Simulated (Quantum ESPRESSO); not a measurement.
## HfO2 in Quantum ESPRESSO: the effect of Hubbard term

HfO2:

```
Hf O
1.0
     0.00000    2.55750    2.55750
     2.55750    0.00000    2.55750
     2.55750    2.55750    0.00000
Hf O
1 2
Direct
  0.00000 0.00000 0.00000
  0.75000 0.75000 0.75000
  0.25000 0.25000 0.25000
```

Measurements of this composition are mostly on another form, of space group No. 14.

Alike in all runs:

```yaml
Program: Quantum ESPRESSO 7.5
Task: Hubbard U by linear response
Functional: PBE
Potentials_or_basis: GBRV 1.5 PBE
Cutoff: 612 eV
Density_cutoff: 4898 eV
k_mesh: 6 × 6 × 6
Occupations: fermi-dirac, width 0.05 eV
Spin: no spin polarisation
Start_of_the_occupations: default
Hubbard_projectors: atomic
Mixing_beta: 0.3
Most_SCF_iterations: 120
SCF_threshold: 6e-10 Ry
q_mesh: 2 × 2 × 2
```

```tsv
Hubbard term	gap on the mesh (eV)	pressure (GPa)
Hf d U = 0.0001 eV	3.77	-4.5
Hf d U = 2.0 eV	4.12	-0.5
Hf d U = 4.0 eV	?	?
Hf d U = 6.0 eV	5.09	8.5
Hf d U = 8.0 eV	5.41	13.5
```

Question: What does the run with Hubbard term Hf d U = 4.0 eV give?

Answer: gap on the mesh 4.55 eV; pressure 3.8 GPa.

Worked out: A parabola through the other rows of the gap on the mesh, of slope 0.213 eV per eV there, gives 4.61 eV, against the run's 4.55. A parabola through the other rows of the pressure, of slope 2.25 GPa per eV there, gives 3.8 GPa, against the run's 3.8.

Caveats: spin-orbit coupling is left out, which moves the levels of the heavy elements.

A k mesh can miss the band edges.
